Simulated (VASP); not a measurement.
Data:

```
LiI
1.0
    0.00000     2.95138     2.95138
    2.95138     0.00000     2.95138
    2.95138     2.95138     0.00000
Li I
1 1
Direct
  0.00000   0.00000   0.00000
  0.50000   0.50000   0.50000
```

Computed with PBEsol GGA, VASP's PBE PAW potentials (set 64) (plane waves; VASP). Run with 520 eV cut-off, Gaussian smearing of 0.050 eV, potentials Li_sv I.

Unless said otherwise, spin-orbit coupling is left out, though it shifts the bands of the heavy elements here.

**Question.** Estimate the band gap (along the path) with the smallest direct gap where there is one.

**Answer.** 
```json
{
  "band gap (along the path)": "4.31 eV",
  "smallest direct gap (along the path)": "4.36 eV"
}
```

The absolute energy has meaning only against runs of the same code, potentials and settings.

The compound is LiI in the rock salt structure. It was relaxed first, which changed the volume by -6 %.
